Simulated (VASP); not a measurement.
Input of a VASP 6.6.1 run:

File POSCAR:

```
SrVO3
1.0
    3.8398620000      0.0000000000      0.0000000000
    0.0000000000      3.8398620000      0.0000000000
    0.0000000000      0.0000000000      3.8398620000
Sr V O
1 1 3
Direct
    0.5000000000      0.5000000000      0.5000000000
    0.0000000000      0.0000000000      0.0000000000
    0.5000000000      0.0000000000      0.0000000000
    0.0000000000      0.5000000000      0.0000000000
    0.0000000000      0.0000000000      0.5000000000
```

File INCAR.step1:

```
ALGO     = Normal         # electronic algorithm
EDIFF    = 1E-4           # SCF threshold, eV
ENCUT    = 520            # plane-wave cutoff, eV
GGA      = PE             # functional
ISMEAR   = -5             # smearing method
LASPH    = True           # aspherical terms in the spheres
LCHARG   = False          # write CHGCAR
LDAU     = True           # DFT+U
LDAUJ    = 0 0.91 0     
LDAUL    = -1 2 -1        # shell
LDAUTYPE = 1            
LDAUU    = 0 2.47 0       # U, eV
LMAXMIX  = 4              # l up to which the mixer works
LREAL    = False          # projectors in reciprocal space
LWAVE    = True           # write WAVECAR
NBANDS   = 28             # bands
NELM     = 150            # most SCF steps
PREC     = Accurate       # precision mode
SIGMA    = 0.1            # smearing width, eV
```

Contents of INCAR.step2:

```
ALGO     = Normal         # electronic algorithm
EDIFF    = 1E-6           # SCF threshold, eV
ENCUT    = 520            # plane-wave cutoff, eV
ISIF     = 2              # what is computed and relaxed
ISMEAR   = -1             # smearing method
ISTART   = 1            
LASPH    = True           # aspherical terms in the spheres
LCHARG   = False          # write CHGCAR
LDAU     = True           # DFT+U
LDAUJ    = 0 0.91 0     
LDAUL    = -1 2 -1        # shell
LDAUPRINT= 1            
LDAUTYPE = 1            
LDAUU    = 0 2.47 0       # U, eV
LMAXMIX  = 4              # l up to which the mixer works
LMIXTAU  = True         
LORBIT   = 11             # projections on sites
LREAL    = False          # projectors in reciprocal space
LWAVE    = False          # write WAVECAR
METAGGA  = R2SCAN         # meta-GGA
NBANDS   = 28             # bands
NELM     = 150            # most SCF steps
PREC     = Accurate       # precision mode
SIGMA    = 0.1            # smearing width, eV
```

Contents of KPOINTS:

```
k-points
0
Gamma
  9 9 9
```

Potentials or basis: VASP PAW PBE potentials, release 64 (Sr_sv, V_sv, O).

Command:

```bash
$ cat potpaw_PBE.64/Sr_sv/POTCAR potpaw_PBE.64/V_sv/POTCAR potpaw_PBE.64/O/POTCAR > POTCAR
$ cp INCAR.step1 INCAR
$ mpirun -np 1 vasp_std > vasp.out
$ cp INCAR.step2 INCAR
$ mpirun -np 1 vasp_std > vasp.out
```

Question: Estimate the band gap on the k mesh.

Answer: None (metal or under the smearing width).

Question: What does it give for the pressure?

Answer: 0.5 GPa.

Eigenvalues of the final occupation matrices:
```tsv
site	spin	trace	eigenvalues
site 2 d	1	1.45	0.28 0.28 0.28 0.30 0.30
site 2 d	2	1.45	0.28 0.28 0.28 0.30 0.30
```

Caveat: the PAW data sets were made with another functional, which shifts forces and pressure a little; an odd number of electrons without spin polarisation forces a metal; a magnetic or distorted state may lie lower; the run has no spin polarisation, though such a crystal can be magnetic; U without spin polarisation on a metal has little footing.
